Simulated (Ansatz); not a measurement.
# CrCuO2: the cost of one run

Method: DFT LDA without U, plane waves, PAW, in Ansatz 0.2.0.

## (1) The starting structure

It takes space group R-3m (No. 166, trigonal). The conventional cell has a = 2.973 Å, b = 2.973 Å, c = 17.100 Å, α = 90.00°, β = 90.00°, γ = 120.00°. Around Cr (site symmetry -3m) lie 6 O at 1.99 Å. Around Cu (site symmetry -3m) lie 2 O at 1.85 Å. O (site symmetry 3m) has 1 Cu at 1.85 Å and 3 Cr at 1.99 Å as nearest neighbours.

Coordinates:

```cif
data_structure
_symmetry_space_group_name_H-M 'R-3m:H'
_symmetry_Int_Tables_number 166
_cell_length_a 2.9734
_cell_length_b 2.9734
_cell_length_c 17.1000
_cell_angle_alpha 90.000
_cell_angle_beta 90.000
_cell_angle_gamma 120.000
_cell_volume 130.93
loop_
_atom_site_label
_atom_site_type_symbol
_atom_site_symmetry_multiplicity
_atom_site_Wyckoff_symbol
_atom_site_fract_x
_atom_site_fract_y
_atom_site_fract_z
_atom_site_occupancy
Cr1 Cr 3 b 0.66667 0.33333 0.83333 1
Cu1 Cu 3 a 0.00000 0.00000 0.00000 1
O1 O 6 c 0.33333 0.66667 0.77459 1
```

An earlier series on this cell reached its lowest free state from «canted directions free, 120°», perhaps among other starts.

## (2) Antiferromagnetic directions held

File input.yaml:

```yaml
crystal:
  lattice:
    - [1.48670051, 0.85834694, 5.70000191]
    - [-1.48670051, 0.85834694, 5.70000191]
    - [0.0, -1.71669388, 5.70000191]
  atoms:
    - { symbol: Cr, position: [0.5, 0.5, 0.5], spin: 4.0 }
    - { symbol: Cu, position: [0.0, 0.0, 0.0], spin: -1.0 }
    - { symbol: O, position: [0.10792, 0.10792, 0.10792] }
    - { symbol: O, position: [0.89208, 0.89208, 0.89208] }
basis:
  ecutwfc: 420
  ecutrho_ratio: 4
kpoints:
  mp_grid: { grid: [7, 7, 7] }
hamiltonian:
  xc: lda
scf:
  occupations: { method: gaussian, width: 0.05 }
  lower_state_search: "off"
  max_iter: 150
output:
  forces: true
  stress: true
  eigenvalues: true
  populations: true
  hubbard: { sites: [{ site: 0, l: d }, { site: 1, l: d }] }
magnetization:
  spin_polarized: true
  spin_locking: { lock_directions: true }
```

The lock stays on to the end, so the result is a constrained state.

The run is started by

```sh
$ ansatz run input.yaml --threads 2 --pin off --max-ram 3072MiB --backend cpu --events-out ev --progress --plain --runs-dir out
```

**Question.** How long does this run take on 2 threads of Intel Xeon 6975P-C (Granite Rapids), shared host, and how much memory does it need?

About 2.6 s, with a peak of 0.45 GiB.
